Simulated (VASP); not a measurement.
A VASP 6.6.1 single-point calculation on BeTe

INCAR

```
LREAL = .TRUE.
NBANDS = 11
ISMEAR = 0
ALGO = Normal
NELM = 120
LASPH = .TRUE.
ISIF = 2
NSW = 0
LWAVE = .FALSE.
PREC = Accurate
METAGGA = R2SCAN
ENCUT = 520
SIGMA = 0.01
IBRION = -1
EDIFF = 1E-7
LCHARG = .FALSE.
```

KPOINTS

```
KPOINTS created by Atomic Simulation Environment
0
Gamma
8 8 8
0 0 0
```

POSCAR

```
Be Te
 1.0000000000000000
     0.0000000000000000    2.9171595482999999    2.9171595482999999
     2.9171595482999999    0.0000000000000000    2.9171595482999999
     2.9171595482999999    2.9171595482999999    0.0000000000000000
 Be  Te
   1   1
Cartesian
  0.0000000000000000  0.0000000000000000  0.0000000000000000
  1.4585797741500000  1.4585797741500000  1.4585797741500000
```

The recommended PBE PAW datasets give the neutral cell 8 valence electrons.

Command

```
mpirun -np 1 vasp_std
```

How does this run end, and what does it give?

It converged. Results: gap between bands v and c on the k mesh 2.57 eV; least direct gap on the k mesh 3.71 eV; pressure -5.0 GPa. Band v is the last that the valence electrons fill when counted band by band, and c is the next.

OSZICAR

```
N       E                     dE             d eps       ncg     rms          rms(c)
DAV:   1    -0.342299757683E+01   -0.34230E+01   -0.33634E+03   638   0.595E+02
DAV:   2    -0.305273894794E+02   -0.27104E+02   -0.25650E+02   844   0.905E+01
DAV:   3    -0.317116885588E+02   -0.11843E+01   -0.11821E+01   823   0.207E+01
DAV:   4    -0.317228929760E+02   -0.11204E-01   -0.11203E-01   770   0.235E+00
DAV:   5    -0.317230834002E+02   -0.19042E-03   -0.19042E-03   796   0.298E-01    0.395E+00
DAV:   6    -0.306126902498E+02    0.11104E+01   -0.14483E-01   665   0.252E+00    0.289E+00
DAV:   7    -0.306292796298E+02   -0.16589E-01   -0.12707E-01   743   0.216E+00    0.412E-01
DAV:   8    -0.306268446267E+02    0.24350E-02   -0.71336E-03   754   0.429E-01    0.344E-01
DAV:   9    -0.306274893765E+02   -0.64475E-03   -0.81154E-04   741   0.197E-01    0.747E-02
DAV:  10    -0.306274986861E+02   -0.93096E-05   -0.99988E-05   798   0.496E-02    0.300E-02
DAV:  11    -0.306275014966E+02   -0.28105E-05   -0.10865E-05   742   0.262E-02    0.145E-02
DAV:  12    -0.306275025970E+02   -0.11004E-05   -0.50446E-07   719   0.586E-03    0.152E-03
DAV:  13    -0.306275025517E+02    0.45312E-07   -0.14239E-07   656   0.201E-03
   1 F= -.30627503E+02 E0= -.30627503E+02  d E =-.114560E-25
```

Standard output (part)

```
POSCAR found type information on POSCAR BeTe
 POSCAR found :  2 types and       2 ions
|     You have a (more or less) 'small supercell' and for smaller cells       |
|     it is recommended to use the reciprocal-space projection scheme!        |
|     The real-space optimization is not efficient for small cells and it     |
|     is also less accurate ...                                               |
|     Therefore, set LREAL=.FALSE. in the INCAR file.                         |
|     The real-space projection scheme for the treatment of the non-local     |
|     real-space optimization of all non-local projectors! BE WARNED that     |
|     a calculation using the real-space projection scheme together with      |
|     non-local projectors which were not real-space optimized (according     |
|     to the plane-wave cutoff used in this calculation) might give more      |
|     or less inaccurate results. I hope you know what you are doing.         |
 LDA part: xc-table for (None), standard interpolation
 POSCAR, INCAR and KPOINTS ok, starting setup
 WAVECAR not read
 entering main loop
```

These settings aren't sound, so the numbers aren't properties of the crystal.

On sound settings r²SCAN gives a gap of 2.57 eV on its mesh and a pressure of -4.5 GPa for the intended cell.
